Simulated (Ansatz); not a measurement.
A 2-atom cell of CuI started from a crystallographic database at its r2SCAN geometry, in the PAW code Ansatz. One HSE06 run serves as the base. The settings are then varied one at a time, some on purpose to values that make no sense. Doubtful ones may also carry a cap on iterations. All numbers are computed, and spin polarisation is off unless an edit sets a moment.

Base input:
```yaml
crystal:
  lattice:
    - [0.0, 3.012042905, 3.012042905]
    - [3.012042905, 0.0, 3.012042905]
    - [3.012042905, 3.012042905, 0.0]
  atoms:
    - { symbol: Cu, position: [0.25, 0.25, 0.25] }
    - { symbol: I, position: [0.0, 0.0, 0.0] }
kpoints:
  mp_grid: { grid: [4, 4, 4] }
hamiltonian:
  xc: hse06
scf:
  occupations: { method: fixed }
  n_extra_bands: 4
output:
  forces: true
  stress: true
  eigenvalues: true
```

Base results:
```
Basis set: ecut = 420 eV, 1067 PW (Γ)
Symmetry: 24 space group operations
Space group: F-43m (ITA 216)
k-points: 8 of 64 (time reversal used)
Exchange kernel: α = 0.2500, screened, ω = 0.2079 Å⁻¹, Wigner–Seitz truncation, v(0) = 1034.4028 eV·Å³, q-mesh 4×4×4
hybrid SCF converged: 2 outer / 11 inner (+2 warm-up)
Free energy (F): -14142.418084 eV
Fermi energy:    7.472030 eV
--- Stress (GPa, compression-positive) ---
        1.630575       0.000000       0.000000
        0.000000       1.630575       0.000000
        0.000000       0.000000       1.630575
  P = ⅓ Tr σ = 1.6306 GPa (16.306 kbar)
```
The gap over this mesh is 2.684 eV.

Run as `ansatz run input.yaml --threads 4 --pin off --max-ram 3686MiB --backend cpu --events-out ev --progress --plain --runs-dir out`. It took 12 s on 4 threads of Arm Neoverse N1, with other jobs on the host, load about 0.5 per core; peak host memory 0.79 GiB.

Q: These lines are set or replaced. What follows?
```yaml
hamiltonian:
  xc: { exchange: pbe, correlation: pbe, exx: { coeff: 0.35 } }
```

A: That is 35 % exact exchange, at all ranges, against HSE06's 25 % screened at 0.208 1/Å. The mean stress moves by 0.0 GPa and the gap on the mesh by +1.569 eV (to 4.253). Totals of different functionals aren't comparable.
```
hybrid SCF converged: 3 outer / 16 inner (+2 warm-up)
Free energy (F): -14143.033039 eV
Fermi energy:    6.566662 eV
--- Stress (GPa, compression-positive) ---
        1.631674       0.000000       0.000000
        0.000000       1.631674       0.000000
        0.000000       0.000000       1.631674
  P = ⅓ Tr σ = 1.6317 GPa (16.317 kbar)
```

Q: Predict the outcome of this edit.
```yaml
crystal:
  symmetry: { detect: false }
```

A: It converges in 15 iterations against the base's 13, on 64 k points in place of 8. The result is the base's, as it should be for a key that only affects how the solution is found.
```
Warning: a hybrid functional in a run whose symmetry group does not fold −k onto k at every point of the mesh […]
```

Q: The input is altered as follows. How does the run end?
```yaml
hamiltonian:
  xc: { exchange: pbe, correlation: pbe, exx: { coeff: 0.05, omega: 0.1 } }
```

A: That is 5 % exact exchange, screened with ω = 0.1 1/Å, against HSE06's 25 % screened at 0.208 1/Å. The mean stress moves by -0.2 GPa and the gap on the mesh by -1.151 eV (to 1.533). Totals of different functionals aren't comparable. The program warns that on this mesh the truncation of the exchange isn't bounded, so part of the change can be an error of the mesh.
```
Exchange kernel: α = 0.0500, screened, ω = 0.1000 Å⁻¹, Wigner–Seitz truncation, v(0) = 3162.4052 eV·Å³, q-mesh 4×4×4
hybrid SCF converged: 2 outer / 9 inner (+3 warm-up)
Free energy (F): -14139.129805 eV
Fermi energy:    8.220979 eV
--- Stress (GPa, compression-positive) ---
        1.411851       0.000000       0.000000
        0.000000       1.411851       0.000000
        0.000000       0.000000       1.411851
  P = ⅓ Tr σ = 1.4119 GPa (14.119 kbar)
--- Band table (eV; the first three rows and the last of 8) ---
  k-point 0: bands = […, 4.4186, 6.1608, 6.1608, 8.2210, 8.2210, 8.2210, 9.7544, 13.4275, 13.4275, 13.4275]
  k-point 1: bands = […, 4.4470, 6.1510, 6.1510, 6.8103, 7.8167, 7.8167, 10.8728, 14.0028, 14.0028, 14.0928]
  k-point 2: bands = […, 4.4644, 6.1890, 6.1890, 6.2371, 7.4484, 7.4484, 10.7321, 13.9742, 13.9742, 15.9902]
  k-point 7: bands = […, 4.2990, 6.0946, 6.1230, 6.2517, 6.4220, 6.8125, 13.1784, 13.1863, 14.6263, 14.9358]
```

Q: These lines are set or replaced. What follows?
```yaml
hamiltonian:
  xc:
    exchange: pbe
    correlation: pbe
    exx: { coeff: 1.0, omega: 0.2078 }
```

A: That is 100 % exact exchange, screened with ω = 0.2078 1/Å, against HSE06's 25 % screened at 0.208 1/Å. The mean stress moves by +1.5 GPa and the gap on the mesh by +4.432 eV (to 7.116). Totals of different functionals aren't comparable.
```
Exchange kernel: α = 1.0000, screened, ω = 0.2078 Å⁻¹, Wigner–Seitz truncation, v(0) = 1035.0653 eV·Å³, q-mesh 4×4×4
hybrid SCF converged: 4 outer / 24 inner (+4 warm-up)
Free energy (F): -14156.107575 eV
Fermi energy:    4.614058 eV
--- Stress (GPa, compression-positive) ---
        3.081558       0.000000       0.000000
        0.000000       3.081558       0.000000
        0.000000       0.000000       3.081558
  P = ⅓ Tr σ = 3.0816 GPa (30.816 kbar)
```

Q: The input is altered as follows. How does the run end?
```yaml
hamiltonian:
  xc:
    exchange: pbe
    correlation: pbe
    exx: { coeff: 0.4, omega: 0.2078 }
```

A: That is 40 % exact exchange, screened with ω = 0.2078 1/Å, against HSE06's 25 % screened at 0.208 1/Å. The mean stress moves by +0.2 GPa and the gap on the mesh by +0.911 eV (to 3.595). Totals of different functionals aren't comparable.
```
Exchange kernel: α = 0.4000, screened, ω = 0.2078 Å⁻¹, Wigner–Seitz truncation, v(0) = 1035.0653 eV·Å³, q-mesh 4×4×4
hybrid SCF converged: 3 outer / 17 inner (+2 warm-up)
Free energy (F): -14144.998882 eV
Fermi energy:    6.886499 eV
--- Stress (GPa, compression-positive) ---
        1.869963       0.000000       0.000000
        0.000000       1.869963       0.000000
        0.000000       0.000000       1.869963
  P = ⅓ Tr σ = 1.8700 GPa (18.700 kbar)
```

No spin-orbit coupling is included; it can move band edges with weight on the heavy atoms by tenths of an eV.

The program warns that its thresholds are loose for a hybrid's stress.

The meshes of the hybrids are coarse, so their gaps aren't converged to the digits shown.
